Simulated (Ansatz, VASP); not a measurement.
## One calculation of Mo, two programs

```
CELL_PARAMETERS angstrom
0.00000 2.03495 2.03495
2.03495 0.00000 2.03495
2.03495 2.03495 0.00000
ATOMIC_POSITIONS crystal
Mo 0.00000 0.00000 0.00000
```

Change from the starting cell: volume scaled by 1.03, PAW files.

Alike in both runs: task electric field gradients; functional PBE; k mesh 17 × 17 × 17; occupations fermi-dirac, width 0.08 eV; no spin polarisation.

|  | VASP | Ansatz |
| --- | --- | --- |
| version | VASP 6.6.1 | Ansatz 0.2.0 |
| potentials or method | VASP PAW PBE potentials, release 64 (Mo_sv) | PAW with Ansatz's default frozen-core files, scalar-relativistic |
| plane-wave cutoff (eV) | 520 | 420 |
| valence electrons in the cell | 14 | 14 |

```csv
,VASP,Ansatz,Ansatz less VASP
pressure (GPa),-10.3,-10.7,-0.36
Vzz of the field gradient on the site that differs most (V/Å²),0.0,0.0,0.00
```

Ansatz warned: «gradients_without_spin_orbit».
